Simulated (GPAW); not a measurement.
# Fe2Ge (P6/mmm) in GPAW: equation of state

How stiff is Fe2Ge in PBEsol, and what volume does it want? The cell is scaled to several volumes.

Everything below comes from runs of GPAW 26.7.0. Logs are shortened: lines on timing, memory, paths and dates and some standing lists are left out, and cuts for length are marked. The log counts tension as positive stress, the text compression.

## 1. Starting point

The structure is hexagonal, space group P6/mmm (No. 191). The conventional cell has a = 4.164 Å, b = 4.164 Å, c = 2.626 Å, α = 90.00°, β = 90.00°, γ = 120.00°. Around Ge (site symmetry 6/mmm) lie 2 Ge at 2.63 Å and 12 Fe at 2.74 Å. Fe (site symmetry -6m2) has 5 Fe at 2.40 to 2.63 Å and 6 Ge at 2.74 Å as nearest neighbours.

The cell comes from a database or a generator and needn't be the stable form of this composition.

## 2. Equation of state, PBEsol, collinear spin, ferromagnetic start

run.py

```python
from ase import Atoms
from ase.eos import EquationOfState
from ase.io import Trajectory
from ase.units import GPa
from ase.parallel import parprint
from gpaw import GPAW, PW, setup_paths

setup_paths.insert(0, '.')

atoms = Atoms(['Ge', 'Fe', 'Fe'],
              cell=[[4.1636340796, 0.0, 0.0],
                    [-2.0818170398, 3.605812885, 0.0],
                    [0.0, 0.0, 2.626466]],
              scaled_positions=[[0.0, 0.0, 0.0],
                                [0.3333333333, 0.6666666667, 0.5],
                                [0.6666666667, 0.3333333333, 0.5]],
              pbc=True)
atoms.set_initial_magnetic_moments([0.0, 3.0, 3.0])

traj = Trajectory('eos.traj', 'w')
volumes, energies = [], []
for x in [0.94, 0.96, 0.98, 1.0, 1.02, 1.04, 1.06]:
    a = atoms.copy()
    a.set_cell(atoms.cell * x**(1 / 3), scale_atoms=True)
    calc = GPAW(mode=PW(600),
                xc='PBEsol',
                kpts={'size': (7, 7, 10), 'gamma': True},
                occupations={'name': 'fermi-dirac', 'width': 0.05},
                nbands=23,
                convergence={'density': 1e-05, 'energy': 1e-05},
                maxiter=150,
                txt=f'eos-{x:.2f}.txt')
    a.calc = calc
    energies.append(a.get_potential_energy(force_consistent=True))
    volumes.append(a.get_volume())
    p = -a.get_stress()[:3].mean() / GPa
    calc.write(f'eos-{x:.2f}.gpw')
    traj.write(a)
    parprint(f'{x:.2f} {volumes[-1]:10.4f} A^3 {energies[-1]:14.6f} eV {p:9.3f} GPa', flush=True)

v0, e0, B = EquationOfState(volumes, energies, eos='birchmurnaghan').fit()
parprint(f'V0 = {v0:.4f} A^3, E0 = {e0:.6f} eV, B0 = {B / GPa:.2f} GPa')
```

Potentials or basis: PAW data sets generated in the run's folder for this functional, pw.

Command:

```
$ gpaw-setup -f PBEsol Fe Ge
$ OMP_NUM_THREADS=1 mpirun -n 4 gpaw python run.py
```

Output:

```text
__  _  _
 | _ |_)|_||  |
 |__||  | ||/\| - 26.7.0

Input parameters:
  mode=PW(ecut=600.0),
  convergence={'density': 1e-05, 'energy': 1e-05},
  kpts=MonkhorstPack(size=(7, 7, 10), gamma=True),
  maxiter=150,
  nbands=23,
  occupations=Occupations(name='fermi-dirac', width=0.05),
  xc=XC(name='PBEsol')

Diagonalizing LCAO Hamiltonian
Converting LCAO to pw mode

         Fe
             Fe

       Ge

Atoms  # Å, Bohr magnetons
|   | symbol |         x |        y |        z |    initial magnetic moments |
|---|--------|-----------|----------|----------|-----------------------------|
| 0 |     Ge |  0.000000 | 0.000000 | 0.000000 | ( 0.0000,  0.0000,  0.0000) |
| 1 |     Fe | -0.000000 | 2.371386 | 1.295484 | ( 0.0000,  0.0000,  3.0000) |
| 2 |     Fe |  2.053681 | 1.185693 | 1.295484 | ( 0.0000,  0.0000,  3.0000) |

Unit cell  # Å
| periodic |         x |        y |        z |  lengths |     angles |
|----------|-----------|----------|----------|----------|------------|
|      yes |  4.107362 | 0.000000 | 0.000000 | 4.107362 |  90.000000 |
|      yes | -2.053681 | 3.557080 | 0.000000 | 4.107362 |  90.000000 |
|      yes |  0.000000 | 0.000000 | 2.590969 | 2.590969 | 120.000000 |

Number of symmetries: 24
Symmetry operations  # r_c * U_cc + t_c -> r_c
|    | kind |            matrix            |
|----|------|------------------------------|
|  0 |  σ   |  1, 1, 0,  0,-1, 0,  0, 0, 1 |
|  1 |  C2  |  1, 1, 0,  0,-1, 0,  0, 0,-1 |
|  2 |  C6  |  1, 1, 0, -1, 0, 0,  0, 0, 1 |
|  3 |  S6  |  1, 1, 0, -1, 0, 0,  0, 0,-1 |
|  4 |  E   |  1, 0, 0,  0, 1, 0,  0, 0, 1 |
|  5 |  σ   |  1, 0, 0,  0, 1, 0,  0, 0,-1 |
|  6 |  σ   |  1, 0, 0, -1,-1, 0,  0, 0, 1 |
|  7 |  C2  |  1, 0, 0, -1,-1, 0,  0, 0,-1 |
|  8 |  σ   |  0, 1, 0,  1, 0, 0,  0, 0, 1 |
|  9 |  C2  |  0, 1, 0,  1, 0, 0,  0, 0,-1 |
| 10 |  C3  |  0, 1, 0, -1,-1, 0,  0, 0, 1 |
| 11 |  S3  |  0, 1, 0, -1,-1, 0,  0, 0,-1 |
| 12 |  C6  |  0,-1, 0,  1, 1, 0,  0, 0, 1 |
| 13 |  S6  |  0,-1, 0,  1, 1, 0,  0, 0,-1 |
| 14 |  σ   |  0,-1, 0, -1, 0, 0,  0, 0, 1 |
| 15 |  C2  |  0,-1, 0, -1, 0, 0,  0, 0,-1 |
| 16 |  σ   | -1, 0, 0,  1, 1, 0,  0, 0, 1 |
| 17 |  C2  | -1, 0, 0,  1, 1, 0,  0, 0,-1 |
| 18 |  C2  | -1, 0, 0,  0,-1, 0,  0, 0, 1 |
| 19 |  i   | -1, 0, 0,  0,-1, 0,  0, 0,-1 |
| 20 |  C3  | -1,-1, 0,  1, 0, 0,  0, 0, 1 |
| 21 |  S3  | -1,-1, 0,  1, 0, 0,  0, 0,-1 |
| 22 |  σ   | -1,-1, 0,  0, 1, 0,  0, 0, 1 |
| 23 |  C2  | -1,-1, 0,  0, 1, 0,  0, 0,-1 |

BZ-sampling:
  Number of BZ points: 490
  Number of IBZ points: 48

  Monkhorst-Pack size: [7, 7, 10]
  Monkhorst-Pack shift: [0.0, 0.0, 0.05]

K-points  # in reciprocal-cell coordinates
|     |                                coordinates |     weight |
|-----|--------------------------------------------|------------|
|   0 | (  0.00000000,   0.00000000,   0.00000000) | 0.00204082 |
|   1 | (  0.00000000,   0.00000000,   0.10000000) | 0.00408163 |
|   2 | (  0.00000000,   0.00000000,   0.20000000) | 0.00408163 |
|   3 | (  0.00000000,   0.00000000,   0.30000000) | 0.00408163 |
|   4 | (  0.00000000,   0.00000000,   0.40000000) | 0.00408163 |
|   5 | (  0.00000000,   0.00000000,   0.50000000) | 0.00204082 |
|   6 | (  0.14285714,   0.00000000,   0.00000000) | 0.01224490 |
|   7 | (  0.14285714,   0.00000000,   0.10000000) | 0.02448980 |
|   8 | (  0.14285714,   0.00000000,   0.20000000) | 0.02448980 |
|   9 | (  0.14285714,   0.00000000,   0.30000000) | 0.02448980 |
| ... |                                            |            |
|  47 | (  0.42857143,   0.42857143,   0.50000000) | 0.01224490 |

Plane wave coefficients: 1282
Cutoff: 600.0 eV

Spin-components: 2 (collinear spins)
Bands:           23
Projectors:      17
Spin-degeneracy: 1
Datatype:        complex128

Parallelization:
  kpt:    4
  domain: 1
  band:   1

Density:
  Valence electrons: 20.0
  Components: 2
  Grid points: [24 24 15]
  Charge: 0.0  # |e|

Potential:
  Grid points: [24 24 15]

species:
  Ge:
    name:    Germanium
    Z:       32.0
    valence: 4
    core:    28
    charge:  0.0  # [|e|]
    compensation charges:
      type: gauss
      rc: 0.32  # [Å]
      lmax: 2
    cutoffs:
      filter: 1.77  # [Å]
      core: 3.42  # [Å]
    projectors
    | kind |    occ | energy [eV] | rcut [Å] |
    |------|--------|-------------|----------|
    |   4s |  2.000 |     -11.738 |    1.005 |
    |   4p |  2.000 |      -3.898 |    1.005 |
    |    s |        |      15.473 |    1.005 |
    |    p |        |      23.314 |    1.005 |
    |    d |        |       0.000 |    1.005 |

    Using partial waves for Ge as LCAO basis

  Fe:
    name:    Iron
    Z:       26.0
    valence: 8
    core:    18
    charge:  0.0  # [|e|]
    compensation charges:
      type: gauss
      rc: 0.33  # [Å]
      lmax: 2
    cutoffs:
      filter: 2.06  # [Å]
      core: 2.67  # [Å]
    projectors
    | kind |    occ | energy [eV] | rcut [Å] |
    |------|--------|-------------|----------|
    |   4s |  2.000 |      -5.310 |    1.164 |
    |   4p |  0.000 |      -1.300 |    1.058 |
    |   3d |  6.000 |      -7.529 |    1.058 |
    |    s |        |      21.902 |    1.164 |
    |    p |        |      25.911 |    1.058 |
    |    d |        |      19.682 |    1.058 |

    Using partial waves for Fe as LCAO basis

Reference energy: -126230.059139  # eV

eigensolver:
  PPCG
  Converge bands: occupied
  niter=2

density mixing:
  MSR1-Mixer
  Pratt-step length: 0.05
  Maximum mixing coefficient: 0.75
  Old densities: 10
  SVD Regularization: 0.005
  Good broyden scale: 1.0
  Trust region scale: 1.0
  Backstep threshold: 4.0
  History deletion threshold: 6.0
  Fourier metric: weight=20.0, sigma=0.015

occupation numbers:
  Fermi-Dirac:
    width: 0.0500  # eV

poisson solver:
  ecut: 4800.0  # eV

xc functional:
  name: PBEsol with 2 nearest neighbor stencil

convergence criteria:
- Maximum integral of absolute [dens]ity change: 1e-05 electrons / valence electron
- Maximum [total energy] change in last 3 cyles: 1e-05 eV / valence electron
- Maximum integral of absolute [eigenst]ate change: 4e-08 eV^2 / valence electron
maximum number of iterations: 150

SCF iterations
|iter     | |      energy | eigst |  dens |  magmom |
|---------|-|-------------|-------|-------|---------|
|iter:   1| |  -23.871854 | +0.29 |       |  +6.0109|
|iter:   2| |  -23.715633 | -1.87 | -0.85 |  +5.9438|
|iter:   3| |  -23.559961 | -2.09 | -0.93 |  +5.5694|
|iter:   4| |  -23.626078 | -2.53 | -1.26 |  +5.2652|
|iter:   5| |  -23.651227 | -3.16 | -1.52 |  +5.0517|
|iter:   6| |  -23.657728 | -3.67 | -1.88 |  +4.8563|
|iter:   7| |  -23.658267 | -4.70 | -2.41 |  +4.7410|
|iter:   8| |  -23.658357 | -4.78 | -2.58 |  +4.6960|
|iter:   9| |  -23.658383c| -6.46 | -3.32 |  +4.7038|
|iter:  10| |  -23.658385c| -6.82 | -3.75 |  +4.7056|
|iter:  11| |  -23.658384c| -7.82c| -4.49 |  +4.7056|
|iter:  12| |  -23.658384c| -8.31c| -5.30c|  +4.7057|

Converged in 12 steps
Energy contributions relative to reference atoms: (reference = -126230.059139)

Energy contributions:
  Kinetic:          37.506393
  Coulomb:         -29.750583
  Zero:              0.069468
  External:          0.000000
  Xc:              -31.470425
  Entropy:          -0.026474
  Spinorbit:         0.000000
  ----------------------------
  Free energy:     -23.671621
  Extrapolated:    -23.658384

dipole moment: (-6.685646, -11.579879, -8.434758)  # |e|*Ang

Total magnetic moment: (0.000000, 0.000000, 4.705653)

Local magnetic moments
|        x |        y |        z |
|----------|----------|----------|
| 0.000000 | 0.000000 | 0.006464 |  # Ge   0
| 0.000000 | 0.000000 | 2.276357 |  # Fe   1
| 0.000000 | 0.000000 | 2.276357 |  # Fe   2

Fermi level: 10.806
Eigenvalues  # (at kpt = [0.000, 0.000, 0.000])
| band index |      eig [eV] | occ [0-1] |      eig [eV] | occ [0-1] |
|------------|---------------|-----------|---------------|-----------|
|          0 |        -2.241 |     1.000 |        -2.114 |     1.000 |
|          1 |         5.876 |     1.000 |         6.659 |     1.000 |
|          2 |         5.876 |     1.000 |         6.659 |     1.000 |
|          3 |         6.666 |     1.000 |         8.079 |     1.000 |
|          4 |         7.754 |     1.000 |         9.380 |     1.000 |
|          5 |         7.947 |     1.000 |         9.512 |     1.000 |
[... 9 lines left out ...]
|         15 |        13.664 |     0.000 |        14.566 |     0.000 |
|         16 |        18.252 |     0.000 |        19.001 |     0.000 |
|        ... |               |           |               |           |
|         22 |        32.032 |     0.000 |        32.190 |     0.000 |

No gap
No difference between direct/indirect transitions

Stress tensor  # eV/Ang^3
|         x |         y |        z |
|-----------|-----------|----------|
|  0.012365 | -0.000000 | 0.000000 |
| -0.000000 |  0.012365 | 0.000000 |
|  0.000000 |  0.000000 | 0.002332 |

# Writing to eos-0.96.gpw (mode='')
```

It took 2 min on 4 MPI ranks of Arm Neoverse V1, shared host; peak memory 0.28 GiB.

Results:

```
Equilibrium volume                        : 12.47 Å³/atom (rough: see the caveat)
Bulk modulus at fixed shape and positions : 105 GPa (rough)
```

Energy against volume, from the lowest point:
| volume (Å³/atom) | energy (meV/atom) |
| --- | --- |
| 12.355 | 0.00 |
| 12.618 | 0.43 |
| 12.881 | 4.18 |
| 13.144 | 11.56 |
| 13.407 | 22.62 |
| 13.670 | 37.02 |
| 13.933 | 54.50 |

Caveat: the fit is doubtful: noisy points or a state that changes with volume; the cell was scaled at fixed shape and fractional positions, which overstates the stiffness of a crystal with free parameters, most of all of layers and chains.
